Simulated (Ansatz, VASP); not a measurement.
# GaN in two plane-wave programs

Wanted: the spread between two codes on one cell, functional and k mesh. The cell is taken from a series of VASP runs on this material, whose earlier steps may have relaxed, scaled or displaced it; both programs get it as it stands. Other levels of theory on this material are compared in a session of their own.

Calculated with Ansatz 0.2.0; plane waves, with VASP 6.6.1 beside it; band structure at PBEsol, spin-orbit coupling.

## 1. The starting structure

The structure is cubic, space group F-43m (No. 216). The conventional cell has a = 4.507 Å, b = 4.507 Å, c = 4.507 Å, α = 90.00°, β = 90.00°, γ = 90.00°. Nearest to Ga lie 4 N at 1.95 Å. Nearest to N lie 4 Ga at 1.95 Å. Farther neighbours and most contacts between anions are not listed.

Structure file:

```cif
data_structure
_symmetry_space_group_name_H-M 'P 1'
_symmetry_Int_Tables_number 1
_cell_length_a 3.1869
_cell_length_b 3.1869
_cell_length_c 3.1869
_cell_angle_alpha 60.000
_cell_angle_beta 60.000
_cell_angle_gamma 60.000
_cell_volume 22.89
loop_
_atom_site_label
_atom_site_type_symbol
_atom_site_fract_x
_atom_site_fract_y
_atom_site_fract_z
_atom_site_occupancy
Ga1 Ga 0.00000 0.00000 0.00000 1
N2 N 0.25000 0.25000 0.25000 1
```

## 2. VASP: band structure, PBEsol, spin-orbit coupling

Levels along a path test the potential and the projectors away from the mesh points.

Lines of VASP's logs that name or quote its potential files are left out, and so is its time.

The input, INCAR:

```
SYSTEM = GaN
PREC = Accurate
ENCUT = 520
EDIFF = 1E-06
NELM = 100
ISMEAR = 0
SIGMA = 0.02
LREAL = .FALSE.
ALGO = Normal
GGA = PS
LNONCOLLINEAR = .TRUE.
MAGMOM = 0 0 0 0 0 0
NBANDS = 30
GGA_COMPAT = .FALSE.
LASPH = .TRUE.
LSORBIT = .TRUE.
LORBIT = 11
LWAVE = .FALSE.
LCHARG = .FALSE.
KPAR = 4
ISIF = 2
```

The input, POSCAR:

```
GaN
1.0
    0.0000000000      2.2535010000      2.2535010000
    2.2535010000      0.0000000000      2.2535010000
    2.2535010000      2.2535010000      0.0000000000
Ga N
1 1
Direct
    0.0000000000      0.0000000000      0.0000000000
    0.2500000000      0.2500000000      0.2500000000
```

The input, KPOINTS:

```
Automatic mesh
0
Gamma
10 10 10
0 0 0
```

The input, KPOINTS_OPT:

```
Line mode
16
Line-mode
Reciprocal
  0.00000000   0.00000000   0.00000000 GAMMA
  0.50000000   0.00000000   0.50000000 X

  0.50000000   0.00000000   0.50000000 X
  0.50000000   0.25000000   0.75000000 W

  0.50000000   0.25000000   0.75000000 W
  0.37500000   0.37500000   0.75000000 K

  0.37500000   0.37500000   0.75000000 K
  0.00000000   0.00000000   0.00000000 GAMMA

  0.00000000   0.00000000   0.00000000 GAMMA
  0.50000000   0.50000000   0.50000000 L

  0.50000000   0.50000000   0.50000000 L
  0.62500000   0.25000000   0.62500000 U

  0.62500000   0.25000000   0.62500000 U
  0.50000000   0.25000000   0.75000000 W

  0.50000000   0.25000000   0.75000000 W
  0.50000000   0.50000000   0.50000000 L

  0.50000000   0.50000000   0.50000000 L
  0.37500000   0.37500000   0.75000000 K

  0.62500000   0.25000000   0.62500000 U
  0.50000000   0.00000000   0.50000000 X
```

The projector-augmented-wave data sets are Ga_d and N (PBE family, release 64).

Run with:

```sh
$ mpirun -np 4 vasp_ncl
```

Numbers of over 12 decimals in the logs are rounded to 6 here.

Log:

```text
[banner, memory and clock lines left out]
running    4 mpi-ranks, on    1 nodes
 distrk:  each k-point on    1 cores,    4 groups
 distr:  one band on    1 cores,    1 groups

 POSCAR found type information on POSCAR GaN
 POSCAR found :  2 types and       2 ions
|                                                                             |
|               ----> ADVICE to this user running VASP <----                  |
|                                                                             |
|     You enforced a specific xc type in the INCAR file but a different       |
|     [... a line on the potential file left out ...]
|     I HOPE YOU KNOW WHAT YOU ARE DOING!                                     |
|                                                                             |

 LDA part: xc-table for (Slater+PW92), standard interpolation
 POSCAR, INCAR and KPOINTS ok, starting setup
 FFT: planning ... GRIDC
 FFT: planning ... GRID_SOFT
 FFT: planning ... GRID
 WAVECAR not read
 entering main loop
       N       E                     dE             d eps       ncg     rms          rms(c)
DAV:   1     0.139959279175E+03    0.13996E+03   -0.86735E+03  5412   0.220E+03
DAV:   2     0.421732222207E+01   -0.13574E+03   -0.12532E+03  4574   0.483E+02
DAV:   3    -0.143045278305E+02   -0.18522E+02   -0.18211E+02  4978   0.131E+02
DAV:   4    -0.149207512274E+02   -0.61622E+00   -0.61489E+00  4988   0.262E+01
DAV:   5    -0.149325851509E+02   -0.11834E-01   -0.11833E-01  5144   0.361E+00    0.719E+00
DAV:   6    -0.131352759095E+02    0.17973E+01   -0.31660E+00  7268   0.420E+01    0.236E+00
DAV:   7    -0.131479360027E+02   -0.12660E-01   -0.48183E-01  4770   0.683E+00    0.178E+00
DAV:   8    -0.131382225067E+02    0.97135E-02   -0.82877E-02  6856   0.373E+00    0.108E+00
DAV:   9    -0.131270536583E+02    0.11169E-01   -0.22846E-02  6820   0.326E+00    0.256E-01
DAV:  10    -0.131274855701E+02   -0.43191E-03   -0.28533E-03  5408   0.641E-01    0.182E-01
DAV:  11    -0.131274155147E+02    0.70055E-04   -0.27545E-04  6406   0.485E-01    0.657E-02
DAV:  12    -0.131274168618E+02   -0.13471E-05   -0.47264E-05  4842   0.614E-02    0.548E-02
DAV:  13    -0.131274162803E+02    0.58155E-06   -0.70616E-07  3770   0.888E-03
   1 F= -.13127416E+02 E0= -.13127416E+02  d E =-.225723E-20  mag=     0.0000     0.0000     0.0000
 Start KPOINTS_OPT (optional k-point list driver)
k-point batch [1-73\160]
       N       E                     dE             ncg
DAV:   1     0.484077272207E+04   -0.32888E+05     5328
DAV:   2    -0.481575440740E+04   -0.96565E+04     4588
DAV:   3    -0.611806440041E+04   -0.13023E+04     5096
DAV:   4    -0.616031712490E+04   -0.42253E+02     4878
DAV:   5    -0.616104478764E+04   -0.72766E+00     5204
DAV:   6    -0.616107311286E+04   -0.28325E-01     6156
DAV:   7    -0.616107356845E+04   -0.45559E-03     5454
DAV:   8    -0.616107357195E+04   -0.34997E-05     4140
DAV:   9    -0.616107357229E+04   -0.33371E-06     3152
[...]
k-point batch [147-160\160]
       N       E                     dE             ncg
DAV:   1     0.455231793036E+05   -0.10442E+05     1014
DAV:   2     0.436871746342E+05   -0.18360E+04      876
DAV:   3     0.434406121095E+05   -0.24656E+03      966
DAV:   4     0.434328733346E+05   -0.77388E+01      960
DAV:   5     0.434327513695E+05   -0.12197E+00     1030
DAV:   6     0.434327466735E+05   -0.46960E-02     1194
DAV:   7     0.434327466358E+05   -0.37710E-04     1050
DAV:   8     0.434327466354E+05   -0.36857E-06      846
```

From OUTCAR (step 2):

```text
ion  position               nearest neighbor table
   1  0.000  0.000  0.000-   2 1.95   2 1.95   2 1.95   2 1.95
   2  0.250  0.250  0.250-   1 1.95   1 1.95   1 1.95   1 1.95

  LATTYP: Found a face centered cubic cell.
 ALAT       =     4.5070020000

 Subroutine GETGRP returns: Found 24 space group operations
 (whereof 24 operations were pure point group operations)

The static configuration has the point symmetry T_d .

 Found     73 irreducible k-points:

   k-points           NKPTS =     73   k-points in BZ     NKDIM =     73   number of bands    NBANDS=     30

   dimension x,y,z NGX =    24 NGY =   24 NGZ =   24
   dimension x,y,z NGXF=    48 NGYF=   48 NGZF=   48

   ENCUT  =  520.0 eV  38.22 Ry    6.18 a.u.   5.93  5.93  5.93*2*pi/ulx,y,z

   NELECT =      18.0000    total number of electrons

 k-points in reciprocal lattice and weights: Automatic mesh
   0.00000000  0.00000000  0.00000000       0.001
   0.10000000  0.00000000  0.00000000       0.004
  -0.10000000  0.00000000  0.00000000       0.004
   0.20000000  0.00000000  0.00000000       0.004
  -0.20000000  0.00000000  0.00000000       0.004
   0.30000000  0.00000000  0.00000000       0.004
  -0.30000000  0.00000000  0.00000000       0.004
   0.40000000  0.00000000  0.00000000       0.004
  -0.40000000  0.00000000  0.00000000       0.004
[...]
-0.30000000  0.40000000  0.20000000       0.024
  -0.30000000  0.50000000  0.20000000       0.012

 average (electrostatic) potential at core
       1 -63.3424       2 -62.1826

 E-fermi :   5.2751

 k-point     1 :       0.0000    0.0000    0.0000
  band No.  band energies     occupation
    ...
     14       5.1427      1.00000
     15       5.1537      1.00000
     16       5.1537      1.00000
     17       5.1537      1.00000
     18       5.1537      1.00000
     19       6.8323      0.00000
     20       6.8323      0.00000
     21      15.1278      0.00000
     22      15.1278      0.00000
     23      15.4603      0.00000
    ...

 k-point     2 :       0.1000    0.0000    0.0000
  band No.  band energies     occupation
    ...
     14       4.0400      1.00000
     15       5.0372      1.00000
     16       5.0372      1.00000
     17       5.0432      1.00000
     18       5.0502      1.00000
     19       7.6940      0.00000
     20       7.6940      0.00000
     21      14.8156      0.00000
     22      14.8156      0.00000
     23      15.4364      0.00000
    ...

 k-point     3 :      -0.1000    0.0000    0.0000
  band No.  band energies     occupation
    ...
     14       4.0400      1.00000
     15       5.0372      1.00000
     16       5.0372      1.00000
     17       5.0432      1.00000
     18       5.0502      1.00000
     19       7.6940      0.00000
     20       7.6940      0.00000
     21      14.8156      0.00000
     22      14.8156      0.00000
     23      15.4364      0.00000
    ...

  Total       -0.2171085     -0.2171085     -0.2171085      0.0000000      0.0000000      0.0000000
  in kB      -15.1979212    -15.1979212    -15.1979212      0.0000000      0.0000000      0.0000000
  external PRESSURE =     -15.1979212 kB  Pullay stress =       0.0000000 kB

  energy-cutoff  :      520.00
  volume of cell :       22.89
      direct lattice vectors                 reciprocal lattice vectors
     0.000000000  2.253501000  2.253501000    -0.221876982  0.221876982  0.221876982
     2.253501000  0.000000000  2.253501000     0.221876982 -0.221876982  0.221876982
     2.253501000  2.253501000  0.000000000     0.221876982  0.221876982 -0.221876982

 POSITION                                       TOTAL-FORCE (eV/Angst)
 -----------------------------------------------------------------------------------
      0.00000      0.00000      0.00000        -0.000000      0.000000     -0.000000
      1.12675      1.12675      1.12675         0.000000     -0.000000      0.000000
 -----------------------------------------------------------------------------------
    total drift:                                0.000002      0.000002      0.000002

  FREE ENERGIE OF THE ION-ELECTRON SYSTEM (eV)
  ---------------------------------------------------
  free  energy   TOTEN  =       -13.1274162803 eV

  energy  without entropy=      -13.1274162803  energy(sigma->0) =      -13.12741628

 Spin-Orbit-Coupling matrix elements
 Ion:    1  E_soc:     -0.0108778
 Ion:    2  E_soc:     -0.0000955

 total charge
# of ion       s       p       d       tot
------------------------------------------
    1        0.792   0.904  10.178  11.875
    2        1.218   2.502   0.000   3.720
--------------------------------------------------
tot          2.010   3.406  10.178  15.594

 magnetization (x)
# of ion       s       p       d       tot
------------------------------------------
    1        0.000   0.000   0.000   0.000
    2       -0.000   0.000   0.000  -0.000
--------------------------------------------------
tot         -0.000   0.000   0.000   0.000

 magnetization (y)
# of ion       s       p       d       tot
------------------------------------------
    1        0.000   0.000  -0.000  -0.000
    2        0.000   0.000   0.000   0.000
--------------------------------------------------
tot          0.000   0.000  -0.000  -0.000

 magnetization (z)
# of ion       s       p       d       tot
------------------------------------------
    1       -0.000   0.000   0.000   0.000
    2        0.000  -0.000   0.000  -0.000
--------------------------------------------------
tot          0.000   0.000   0.000   0.000

[... 3 further parts left out ...]
```

The run ends at a pressure of -1.52 GPa.

(Part 1 of 2 ends here.)

[Lines on the potential files, build, host, timing and source positions are cut from VASP's logs without a mark.]

[Logs are printed without paths, hosts, clocks, repeated set-up lines and the standing remarks that a program may print on its own settings, such as how far it seeks lower states.]

[Hosts, paths, dates, database ids (printed as entryN), source tags and the programs' standing remarks are cut or masked in the printed files.]
